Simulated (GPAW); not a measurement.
A run of GPAW 26.7.0 is set up as follows.

The input run.py:

```python
import numpy as np
from ase import Atoms
from ase.dft.bandgap import bandgap
from ase.io import write
from gpaw import GPAW, PW
from gpaw.spinorbit import soc_eigenstates

atoms = Atoms(['As', 'Ga'],
              cell=[[0.0, 2.82685, 2.82685],
                    [2.82685, 0.0, 2.82685],
                    [2.82685, 2.82685, 0.0]],
              scaled_positions=[[0.75, 0.75, 0.75],
                                [0.0, 0.0, 0.0]],
              pbc=True)

calc = GPAW(mode=PW(600),
            xc={'name': 'vdW-DF2', 'backend': 'libvdwxc'},
            kpts={'size': (8, 8, 8), 'gamma': True},
            occupations={'name': 'fermi-dirac', 'width': 0.05},
            nbands=11,
            convergence={'density': 1e-05, 'energy': 1e-05},
            maxiter=150,
            txt='gpaw.txt')
atoms.calc = calc
energy = atoms.get_potential_energy()
forces = atoms.get_forces()
calc.write('gs.gpw')
write('result.traj', atoms)
print(f'Energy: {energy:.6f} eV')
print('Forces (eV/A):')
print(forces.round(4))
print('Fermi level:', round(calc.get_fermi_level(), 4), 'eV')
print(f'Gap: {bandgap(calc)[0]:.4f} eV, direct: {bandgap(calc, direct=True)[0]:.4f} eV')

path = atoms.cell.bandpath('GXWKGLUWLK,UX', npoints=60, eps=1e-4)
bs_calc = calc.fixed_density(kpts=path, symmetry='off', nbands=21,
                             convergence={'bands': 'CBM+6.0', 'eigenstates': 1e-6}, txt='bands.txt')
bs = bs_calc.band_structure()
bs.write('bs.json')
print(f'Gap on the path: {bandgap(bs_calc)[0]:.4f} eV')

soc = soc_eigenstates(bs_calc, theta=90, phi=0)
np.savetxt('soc_bands.dat', soc.eigenvalues(), fmt='%.4f')
mesh = soc_eigenstates('gs.gpw', theta=90, phi=0)
np.savetxt('soc_mesh.dat', mesh.eigenvalues(), fmt='%.4f')
print('Fermi level with spin-orbit coupling:', round(mesh.fermi_level, 4), 'eV')
```

Potentials or basis: GPAW PAW data sets (gpaw-data 1.2.1), pw.

Launch:

```console
$ OMP_NUM_THREADS=1 python run.py
```

**Question.** Predict the band gap on the k mesh.

**Answer.** 0.26 eV, direct.

**Question.** What does it give for the band gap along the path?

**Answer.** 0.26 eV, direct.

Levels at the corners of the path, in eV from the valence-band top:
| point | band 4 | band 5 | band 6 | band 7 | band 8 | band 9 | band 10 | band 11 | band 12 | band 13 |
| --- | --- | --- | --- | --- | --- | --- | --- | --- | --- | --- |
| Γ | -0.36 | 0.00 | 0.00 | 0.00 | 0.00 | 0.26 | 0.26 | 3.56 | 3.56 | 3.77 |
| X | -6.94 | -2.79 | -2.79 | -2.70 | -2.70 | 1.46 | 1.46 | 1.60 | 1.60 | 9.96 |
| W | -6.73 | -3.67 | -3.53 | -3.40 | -3.36 | 4.37 | 4.56 | 4.71 | 4.74 | 5.30 |
| K | -6.73 | -3.94 | -3.87 | -2.33 | -2.33 | 1.92 | 1.93 | 4.54 | 4.61 | 7.83 |
| Γ | -0.36 | 0.00 | 0.00 | 0.00 | 0.00 | 0.26 | 0.26 | 3.56 | 3.56 | 3.77 |
| L | -6.72 | -1.35 | -1.35 | -1.13 | -1.13 | 0.86 | 0.86 | 4.59 | 4.59 | 4.68 |
| U | -6.73 | -3.94 | -3.87 | -2.33 | -2.33 | 1.92 | 1.93 | 4.54 | 4.61 | 7.83 |
| W | -6.73 | -3.67 | -3.53 | -3.40 | -3.36 | 4.37 | 4.56 | 4.71 | 4.74 | 5.30 |
| L | -6.72 | -1.35 | -1.35 | -1.13 | -1.13 | 0.86 | 0.86 | 4.59 | 4.59 | 4.68 |
| K | -6.73 | -3.94 | -3.87 | -2.33 | -2.33 | 1.92 | 1.93 | 4.54 | 4.61 | 7.83 |
| U | -6.73 | -3.94 | -3.87 | -2.33 | -2.33 | 1.92 | 1.93 | 4.54 | 4.61 | 7.83 |
| X | -6.94 | -2.79 | -2.79 | -2.70 | -2.70 | 1.46 | 1.46 | 1.60 | 1.60 | 9.96 |

Caveat: spin-orbit coupling was added after a scalar SCF, so levels and gaps hold it while energy, forces, pressure and moments don't; this program's spin-orbit splittings come out too wide for heavy elements; the PAW data sets were made with another functional, which shifts forces and pressure a little.

**The experiment to reproduce.**

From “Evidence of valence band perturbations in GaAsN/GaAs(001): A combined variable-angle spectroscopic ellipsometry and modulated photoreflectance investigation”, 2008, arxiv:0805.2212, for a bulk crystal of GaAs at 300 K: band gap 1.412 ± 0.01 eV (direct).

A measured gap of GaAs is 1.412 eV (direct; 300 K; “Evidence of valence band perturbations in GaAsN/GaAs(001): A combined variable-angle spectroscopic ellipsometry and modulated photoreflectance investigation”, 2008, arxiv:0805.2212); the calculated 0.26 eV misses it by -1.16 eV. So large a miss can be the level of theory's own, or it may mean another phase, state or a wrong row. 3 values of this kind are on record (1.412 to 1.51 eV); this one was drawn at random among those near their median, those with a stated uncertainty first. The value is that of vdW-DF2, without temperature or zero-point motion.
